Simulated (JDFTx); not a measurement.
Runs of JDFTx 1.7.0 (patched build) on Ti. It takes space group Im-3m (No. 229, cubic). Conventional cell: a = 3.282 Å, b = 3.282 Å, c = 3.282 Å, α = 90.00°, β = 90.00°, γ = 90.00°. Ti (site symmetry m-3m) has 8 Ti at 2.84 Å as nearest neighbours. This isn't the form of Ti at room conditions, which is hcp.

| task | level | potentials or basis | cell | SCF threshold on the energy | local potential set to -Z/r beyond | gap on the mesh (eV) | pressure (GPa) | relaxed volume (Å³/atom) |
| --- | --- | --- | --- | --- | --- | --- | --- | --- |
| relaxation of cell and atoms | PBEsol | PseudoDojo-SR-PBEsol-0.4.1-standard | relaxed | 1e-10 Ha | - | none | 0.0 | 16.54 |
| relaxation of cell and atoms | revPBE | PseudoDojo-SR-PBE-0.5-standard with smoothed tails | relaxed | 1e-09 Ha | 6 bohr | none | 0.0 | (a) |
| relaxation of the atoms | PBEsol | PseudoDojo-SR-PBEsol-0.4.1-standard | atoms relaxed from: relaxed cell strained by 0.01 in Voigt component 1 | 1e-10 Ha | - | none | -1.1 | - |
| relaxation of cell and atoms | PBEsol+D3(BJ) | PseudoDojo-SR-PBEsol-0.4.1-standard with smoothed tails | relaxed | 1e-09 Ha | 6 bohr | none | 0.0 | 15.64 |
| relaxation of cell and atoms | RPBE | PseudoDojo-SR-PBE-0.5-standard with smoothed tails | relaxed | 1e-09 Ha | 6 bohr | none | 0.0 | 17.80 |
| relaxation of the atoms | PBEsol | PseudoDojo-SR-PBEsol-0.4.1-standard | atoms relaxed from: relaxed cell strained by -0.01 in Voigt component 1 | 1e-10 Ha | - | none | 1.2 | - |
| relaxation of the atoms | PBEsol | PseudoDojo-SR-PBEsol-0.4.1-standard | atoms relaxed from: relaxed cell strained by 0.01 in Voigt component 4 | 1e-10 Ha | - | none | 0.0 | - |
| relaxation of the atoms | PBEsol | PseudoDojo-SR-PBEsol-0.4.1-standard | atoms relaxed from: relaxed cell strained by -0.01 in Voigt component 4 | 1e-10 Ha | - | none | 0.0 | - |

Alike in all rows: no spin polarisation; k mesh 11 × 11 × 11; cutoff (eV) 1143; smearing fermi-dirac 0.05 eV.

**Question.** Fill in the values left out.

**Answer.** (a) 17.64.

Caveats: the relaxation stopped at its first step, so nothing moved (some runs); the plane waves are those of the starting cell, so after so large a change of volume the result is rough (some runs); the potentials were made for another functional, which shifts forces and pressure (some runs); the volume moved by -12 % from the deposited cell, more than functionals usually miss (some runs); pairwise dispersion overbinds metals, which lowers pressure and volume (some runs).

A gap of «none» marks a metal or a gap under the smearing width.

Runs at the PBE level aren't shown here.
